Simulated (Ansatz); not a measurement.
## Zr, one cell by several methods

```xyz
1
Lattice="-1.8100 1.8100 1.8462 1.8100 -1.8100 1.8462 1.8100 1.8100 -1.8462" Properties=species:S:1:pos:R:3 pbc="T T T"
Zr    0.0000    0.0000    0.0000
```

The cell comes from COD entry 9008559, which wasn't checked; take it as a given geometry. The listed cell was then made from it by scaling, straining or moving an atom.

Methods: DFT, PBEsol, PAW with Ansatz's default frozen-core files, scalar-relativistic (Ansatz 0.2.0); DFT, PBEsol, all-electron PAW with datasets made for the crystal, scalar-relativistic (Ansatz 0.2.0); DFT, PBEsol, all-electron LAPW, scalar-relativistic (Ansatz 0.2.0).

For PAW: a Γ-centred 14×14×14 k mesh, Fermi–Dirac smearing of 0.08 eV, cutoff 420 eV, no spin polarisation; the PAW files were made with PBE, and the program remakes their frozen cores for this functional. The crystal-made all-electron datasets (AE datasets) take a cutoff of 220 eV at this cell. LAPW targets a basis error of 0.5 meV/atom. The Ansatz runs share mesh, smearing and spin set-up. Plane-wave (PAW) pressures include the program's estimate of the Pulay term.

Stress and pressure are positive in compression.

| quantity | PAW | AE datasets | LAPW |
| --- | --- | --- | --- |
| pressure (GPa) | -8.03 | -8.01 | -8.01 |
| stress xx (GPa) | -8.11 | -8.09 | -8.09 |
| stress zz (GPa) | -7.87 | -7.85 | -7.85 |
